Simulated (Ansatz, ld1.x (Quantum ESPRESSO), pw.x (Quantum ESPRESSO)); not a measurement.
## From atom to crystal: TM potential for tungsten

* Element: tungsten (W)
* Generator: ld1.x (Quantum ESPRESSO) 7.5
* Type: norm-conserving Troullier–Martins (Kleinman–Bylander form)
* Functional: PBE
* Relativity: scalar-relativistic
* Frozen core: [Xe] 4f14
* Valence charge: 6
* Reference configuration: 5d4 6s0.5 6p0 (charge +1.5)
* Partial waves: 6p (bound, empty): rc 2.75 bohr; 5d (bound): rc 2.45 bohr; 6s (bound): rc 2.10 bohr
* Local potential: the s channel
* Core correction: Bessel-smoothed model core, default radius (core density twice the valence density)

Crystal test: sc W in pw.x 7.5, no spin, 12³ k-points, Fermi–Dirac smearing 0.01 Ry, cutoffs 50/200 Ry. The reference is all-electron LAPW (Ansatz 0.2.0) with the same functional, mesh and smearing; V0 and B0 come from Birch–Murnaghan fits to the pressures at five volumes. Errors are pseudo minus all-electron; Δ is the rms difference of the E(V) curves that follow from these fits, minima aligned, over ±6 % about the mean V0. Mesh and smearing are coarse, so the numbers serve the comparison and aren't converged zero-temperature values; the lattice is a test structure that the element need not adopt.

| V (Å³/atom) | P all-electron (GPa) | P pseudo (GPa) |
| --- | --- | --- |
| 17.612 | 9.79 | 13.43 |
| 18.076 | 3.46 | 6.77 |
| 18.539 | -2.09 | 0.92 |
| 19.002 | -6.95 | -4.21 |
| 19.466 | -11.21 | -8.72 |

All-electron: a0 = 2.638 Å (V0 = 18.36 Å³/atom), B0 = 216.4 GPa.

Pseudopotential: mean pressure error (GPa): +3.03; a0 (Å): 2.650; a0 error (%): +0.47; B0 error (%): -0.6; Δ (meV/atom): 12.3. The largest radius (2.75 bohr) exceeds half the bond length (2.50 bohr), so the spheres overlap, which is one possible source of error among others.

Task: At the middle volume, how do free energy and pressure move when the wave cutoff is lowered (ecutrho kept at four times it)?

Result:

| cutoff (Ry) | shift of F (meV/atom) | shift of P (GPa) |
| --- | --- | --- |
| 22 | +620.4 | -26.40 |
| 30 | +33.1 | -1.69 |
| 40 | +8.2 | +0.16 |

The run at the middle volume (84 k-points, 15 iterations) took about 7.8 s on one core of a shared host (Neoverse-V2, 96 threads, 371 GiB, load 55).
